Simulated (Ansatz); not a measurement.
## What a change of settings does: AgCl (Chlorargyrite)

First run: DFT, PBEsol, all-electron LAPW, scalar-relativistic (Ansatz 0.2.0).

Command: `ansatz run input.yaml --threads 1 --pin off --max-ram 2048MiB --backend cpu --events-out ev --progress --plain --runs-dir out` It took 10 s on 1 thread of Arm Neoverse V1 (shared host), peak memory 0.3 GiB.

```yaml
crystal:
  lattice:
    - [0.0, 2.4284174448, 2.4284174448]
    - [2.4284174448, 0.0, 2.4284174448]
    - [2.4284174448, 2.4284174448, 0.0]
  atoms:
    - { symbol: Ag, position: [0.0, 0.0, 0.0] }
    - { symbol: Cl, position: [0.5, 0.5, 0.5] }
kpoints:
  mp_grid: { grid: [9, 9, 9] }
  band_path:
    path:
      - [0.0, 0.0, 0.0]
      - [0.5, 0.0, 0.5]
      - [0.625, 0.25, 0.625]
      - [0.375, 0.375, 0.75]
      - [0.0, 0.0, 0.0]
      - [0.5, 0.5, 0.5]
      - [0.5, 0.25, 0.75]
      - [0.5, 0.0, 0.5]
    npoints: 6
scf:
  occupations: { method: fermi_dirac, width: 0.03 }
hamiltonian:
  xc: pbesol
  pseudopotentials: { kind: all_electron, lapw: { basis_error: 0.001 } }
output:
  forces: true
  stress: true
  eigenvalues: true
  populations: true
```

The base volume is that of a database entry, with shape and atoms relaxed on PAW files at held volume, so it needn't be at zero pressure; the structure needn't be the stable phase, at rest or compressed.

This run: volume at 0.7 of the series' base cell.

It converges in 6 SCF iterations at a pressure of 48.0 GPa.

The input is then changed:

```diff
 scf:
-  occupations: { method: fermi_dirac, width: 0.03 }
+  occupations: { method: fermi_dirac, width: 0.15 }
 hamiltonian:
```

Question: What does the second run give?

Answer: It converges in 6 SCF iterations at a pressure of 48.0 GPa, free energy -0.1 meV/atom against the first run's. Results part of its log:
```
SCF 1 converged in 6 iterations: F = -157126.875121 eV  dr2 = 5.38e-8
NSCF: frozen V_eff on 43 k-points
SCF converged after 6 iterations
Free energy (F): -157126.875121 eV
Harris-Foulkes:  -157126.875121 eV  (|F-HF|=1.80e-8)
Internal energy: -157126.874217 eV  (E = F + TS)
E sigma→0 (E₀):  -157126.874669 eV
Entropy (-TS):   -0.000903 eV (-0.452 meV/atom)
Fermi energy:    18.505707 eV
--- Per-component energies (eV) ---
  E_band       = -5006.706824
  E_kinetic    = 163790.316964
  E_xc         = -4751.544921
  E_electrostatic = -316165.646261  (all electrons and nuclei)
  E_smearing   = -0.000903  (= −TS)
  E_closure    = 0.000000  (closes the sum)
  E_atoms      = -157122.092418  (free atoms, spherical and without spin; not in F)
  Σ components = -157126.875121   (vs F -157126.875121, Δ=0.00e0)
  Basis errors (estimates in eV, not in F): energy 3.7e-4 per atom: plane waves 3.4e-4 (1.9e-4 summed), levels above the bands 7.7e-34, relativity 2.2e-8, radial functions 3.8e-5, core shells 2.8e-8; eigenvalues (radial functions only) 3.7e-6; not estimated: angular momenta, meshes, grids; target (lapw.basis_error) 1.0e-3; muffin-tin radii Cl 1.068 Å, Ag 1.360 Å
--- Forces (eV/Å), atoms counted from 1 ---
  atom   1  Ag    -0.00000000     0.00000000     0.00000000
  atom   2  Cl     0.00000000     0.00000000    -0.00000000
  max |Σ_I F_I| component: 4.50e-30 eV/Å
--- Stress (GPa, compression-positive) ---
       48.026443       0.000000       0.000000
        0.000000      48.026443       0.000000
        0.000000       0.000000      48.026443
  P = ⅓ Tr σ = 48.0264 GPa (480.264 kbar)
--- Band table (eV; the first three rows and the last of 35) ---
  k-point 0: bands = ["-336.9876", "-336.9876", "-336.9876", "-336.9735", "-336.9735", "-229.5737", "-168.7789", "-168.7789", "-168.7789", "-73.8370", "-37.4114", "-37.4114", "-37.4114", "-0.9056", "12.7640", "12.7640", "12.7640", "12.8512", "12.8512", "13.4953", "13.4953", "13.4953", "18.8519", "27.9624", "27.9624", "27.9624", "28.6387"]
  k-point 1: bands = ["-336.9876", "-336.9876", "-336.9876", "-336.9735", "-336.9735", "-229.5737", "-168.7789", "-168.7789", "-168.7789", "-73.8369", "-37.4142", "-37.4118", "-37.4118", "-0.7779", "11.9966", "11.9966", "12.0194", "12.8737", "12.8737", "13.5778", "14.4806", "14.4806", "19.6164", "26.5305", "27.7673", "27.7673", "29.9845"]
  k-point 2: bands = ["-336.9876", "-336.9876", "-336.9876", "-336.9735", "-336.9735", "-229.5737", "-168.7789", "-168.7789", "-168.7789", "-73.8365", "-37.4212", "-37.4128", "-37.4128", "-0.4297", "10.5738", "11.1123", "11.1123", "13.1369", "13.1369", "13.7762", "15.7531", "15.7531", "20.9086", "25.2166", "26.6803", "26.6803", "29.6609"]
  k-point 34: bands = ["-336.9876", "-336.9876", "-336.9876", "-336.9735", "-336.9735", "-229.5737", "-168.7789", "-168.7789", "-168.7789", "-73.8354", "-37.4281", "-37.4253", "-37.4200", "0.4217", "9.8151", "10.3319", "10.3874", "13.6769", "13.8273", "14.1092", "14.4705", "15.3044", "22.3105", "24.7032", "24.9457", "26.5421", "30.8921"]
--- Löwdin populations: 2 sites ---
  site symbol       q [e]
     0     Ag     46.4340
     1     Cl     17.4043
  spilling = 0.002526 (of n_electrons = 64.000000)
```
